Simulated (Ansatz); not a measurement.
# BN: the cost of one run

Method: DFT PBEsol, scalar-relativistic, plane waves, PAW, in Ansatz 0.2.0.

2 further runs of the same task are left out: 1 that didn't finish, 1 set aside as unsound or not needed.

## 1. The system as given

It takes space group P6_3/mmc (No. 194, hexagonal). Conventional cell: a = 2.504 Å, b = 2.504 Å, c = 6.661 Å, α = 90.00°, β = 90.00°, γ = 120.00°. B (site symmetry -6m2) has 3 N at 1.45 Å as nearest neighbours. N (site symmetry -6m2) is surrounded by 3 B at 1.45 Å.

As a file:

```cif
data_structure
_symmetry_space_group_name_H-M 'P 1'
_symmetry_Int_Tables_number 1
_cell_length_a 2.5040
_cell_length_b 2.5040
_cell_length_c 6.6612
_cell_angle_alpha 90.000
_cell_angle_beta 90.000
_cell_angle_gamma 120.000
_cell_volume 36.17
loop_
_atom_site_label
_atom_site_type_symbol
_atom_site_fract_x
_atom_site_fract_y
_atom_site_fract_z
_atom_site_occupancy
B1 B 0.33333 0.66667 0.25000 1
B2 B 0.66667 0.33333 0.75000 1
N1 N 0.33333 0.66667 0.75000 1
N2 N 0.66667 0.33333 0.25000 1
```

The structure comes from the Crystallography Open Database.

## 2. Another functional, on a distorted cell: PBEsol

What differs from the listed cell: strain xx, yy, zz, yz, xz, xy = -1.7, -1.7, -1.7, +0.0, +0.0, +0.0 %.

input.yaml reads:

```yaml
crystal:
  lattice:
    - [2.4622501626, 0.0, 0.0]
    - [-1.2311250813, 2.1323711913, 0.0]
    - [0.0, 0.0, 6.550157796]
  atoms:
    - { symbol: B, position: [0.3333333333, 0.6666666667, 0.25] }
    - { symbol: B, position: [0.6666666667, 0.3333333333, 0.75] }
    - { symbol: "N", position: [0.3333333333, 0.6666666667, 0.75] }
    - { symbol: "N", position: [0.6666666667, 0.3333333333, 0.25] }
basis:
  ecutwfc: 420
kpoints:
  mp_grid: { grid: [12, 12, 4] }
hamiltonian:
  xc: pbesol
scf:
  occupations: { method: gaussian, width: 0.02 }
output:
  forces: true
  stress: true
  eigenvalues: true
```

The run is started by

```
$ ansatz run input.yaml --threads 1 --pin off --max-ram 1331MiB --backend cpu --events-out ev --progress --plain --runs-dir out
```

Q: Estimate wall time and peak memory on 1 thread of an x86-64 CPU, shared host.

About 2.6 s, with a peak of 0.32 GiB.
